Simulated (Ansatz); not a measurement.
Wanted: the native input for an Ansatz 0.2.0 run.

* Task: relaxation of cell and atoms
* Functional: RPBE
* Dispersion: D3(BJ)
* Potentials or basis: Ansatz PAW
* Cutoff: 420 eV (not typed: the program's choice for these potentials)
* k mesh: 8 × 8 × 8
* Occupations: fermi-dirac, width 0.05 eV
* Spin: no spin polarisation

Sb:

```
Sb
1.0
     2.15420    1.24373    3.75800
    -2.15420    1.24373    3.75800
     0.00000   -2.48746    3.75800
Sb
2
Cartesian
  0.0000 0.0000 8.6416
  0.0000 0.0000 2.6324
```

These files were run (other wordings do the same):

input.yaml

```yaml
crystal:
  lattice:
    - [2.1542, 1.2437279499, 3.758]
    - [-2.1542, 1.2437279499, 3.758]
    - [0.0, -2.4874558998, 3.758]
  atoms:
    - { symbol: Sb, position: [0.76651, 0.76651, 0.76651] }
    - { symbol: Sb, position: [0.23349, 0.23349, 0.23349] }
hamiltonian:
  xc: rpbe
  pseudopotentials: { kind: paw }
  dispersion: d3bj
kpoints:
  mp_grid: { grid: [8, 8, 8] }
scf:
  occupations: { method: fermi_dirac, width: 0.05 }
output:
  forces: true
  stress: true
  write_density: true
  write_potential: true
  elf: true
  volumetric_format: npy
relax:
  f_tol: 0.01
  max_steps: 40
  cell: { stress_tol: 0.05 }
```

Potentials or basis: Ansatz PAW.

Command:

```console
$ ansatz run input.yaml --threads 2 --pin off --max-ram 5632MiB --backend cpu --events-out ev --progress --plain --runs-dir out
```

Results of the run:

The relaxed volume is 23.12 Å³/atom and the relaxed cell is a = 4.154 Å, b = 4.154 Å, c = 4.154 Å, α = 56.20°, β = 56.20°, γ = 56.20°. The space group after relaxing (to 0.05 Å) is R-3m (No. 166), the energy gained by relaxing is 412.9 meV/atom and the ionic steps are 8. The pressure after relaxing is 0.0 GPa and the band gap on the k mesh is none (metal or under the smearing width).

Caveat: the volume moved by over 15 % at a fixed basis, so the end points are rough; the plane-wave basis is chosen anew once the cell has moved, so the energies of steps on either side of that aren't comparable; the volume moved by -23 % from the deposited cell, more than functionals usually miss; pairwise dispersion overbinds metals, which lowers pressure and volume; the PAW data sets come from PBE, with cores solved anew for the run's functional, which leaves a small shift of forces and pressure.

Wall time 19 s on 2 threads of Intel(R) Xeon(R) Processor @ 2.70GHz, on a shared host, peak memory 0.42 GiB.
